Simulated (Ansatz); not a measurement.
Predict the output of the script below (Ansatz's Python interface).

Contents of `sro.extxyz`:
```text
4
Lattice="3.55328809 0.0 0.0 -1.77664405 3.07723775 0.0 0.0 0.0 6.21730398" Properties=species:S:1:pos:R:3 pbc="T T T"
Sr   -0.00000002    2.05149185    1.55432599
Sr    1.77664406    1.02574591    4.66297798
O     0.00000000    0.00000000    0.00000000
O     0.00000000    0.00000000    3.10865199
```

Script `pdos_sro.py`:
```python
import ansatz as az
import numpy as np


def main() -> None:
    cell = az.Crystal.from_extxyz('sro.extxyz')

    calc = (
        cell.calculation()
        .functional('pbesol')
        .basis(510)
        .kpoints(6, 6, 4)
        .occupations('fixed')
        .scf(extra_bands=14)
        .density_of_states(projected=True, method='smearing', broadening_width=0.15, energy_step=0.1)
    )
    res = calc.run()
    rep = res.report

    dos = res.density_of_states()
    energy = np.asarray(dos.energies_ev) - dos.fermi_ev
    curves = {}
    for site in res.projected_density_of_states().sites:
        for shell in site.shells:
            weight = sum(np.sum(curve.g_bin_mean_per_ev, axis=0) for curve in shell.curves)
            name = f'{site.species} {shell.label}'
            curves[name] = curves.get(name, 0) + weight

    print('E-EF   ' + ' '.join(f'{name:>8s}' for name in curves))
    for e in np.arange(-10, 6 + 0.1, 0.5):
        print(f'{e:5.1f}  ' + ' '.join(f'{np.interp(e, energy, g):8.3f}' for g in curves.values()))


if __name__ == '__main__':
    main()
```

```console
$ python pdos_sro.py
E-EF      Sr 4S    Sr 5S    Sr 4P     O 2S     O 2P
-10.0     0.000    0.000    0.000    0.000    0.000
 -9.5     0.000    0.000    0.000    0.000    0.000
 -9.0     0.000    0.000    0.000    0.000    0.000
 -8.5     0.000    0.000    0.000    0.000    0.000
 -8.0     0.000    0.000    0.000    0.000    0.000
 -7.5     0.000    0.000    0.000    0.000    0.000
 -7.0     0.000    0.000    0.000    0.000    0.000
 -6.5     0.000    0.000    0.000    0.000    0.000
 -6.0     0.000    0.000    0.000    0.000    0.000
 -5.5     0.000    0.000    0.000    0.000    0.000
 -5.0     0.000    0.000    0.000    0.000    0.000
 -4.5     0.000    0.000    0.000    0.000    0.000
 -4.0     0.000    0.000    0.000    0.000    0.000
 -3.5     0.000    0.000    0.000    0.000    0.000
 -3.0     0.000    0.002    0.000    0.000    0.005
 -2.5     0.006    0.146    0.004    0.004    0.594
 -2.0     0.013    0.432    0.039    0.017    2.934
 -1.5     0.025    0.302    0.156    0.035    6.380
 -1.0     0.001    0.027    0.105    0.001    7.063
 -0.5     0.003    0.025    0.057    0.006    3.477
  0.0     0.000    0.000    0.003    0.000    0.268
  0.5     0.000    0.000    0.000    0.000    0.000
  1.0     0.000    0.000    0.000    0.000    0.000
  1.5     0.000    0.000    0.000    0.000    0.000
  2.0     0.000    0.000    0.000    0.000    0.000
  2.5     0.000    0.000    0.000    0.000    0.000
  3.0     0.004    0.034    0.000    0.010    0.000
  3.5     0.010    0.191    0.004    0.019    0.041
  4.0     0.012    0.280    0.007    0.040    0.080
  4.5     0.014    0.553    0.020    0.062    0.191
  5.0     0.006    0.536    0.023    0.050    0.217
  5.5     0.003    0.185    0.006    0.013    0.089
  6.0     0.003    0.332    0.011    0.042    0.096
```

Semilocal gaps usually lie well under measured ones. The Fermi level of a run with fixed occupations marks the highest occupied state on its mesh, not mid-gap. The empty d shell of the heavier alkali and alkaline-earth atoms, which makes much of a conduction band, may have no channel. The crystal has a gap of about 2.94 eV on the mesh; any density of states at or just above the Fermi level is the tail of the broadening. The structure comes from a database of computed cells and needn't be a stable or known phase. Curves are summed over the cell's atoms. Only shells that the potentials hold have channels, so projections don't add up to the total, least of all where a shell is missing (p of most metals); heights and places of peaks move with the mesh. The density of states is complete only as far up as bands were computed. Wall time of the script: 3.8 s on 1 thread of Arm Neoverse V1, on a shared host, peak memory 0.39 GiB.
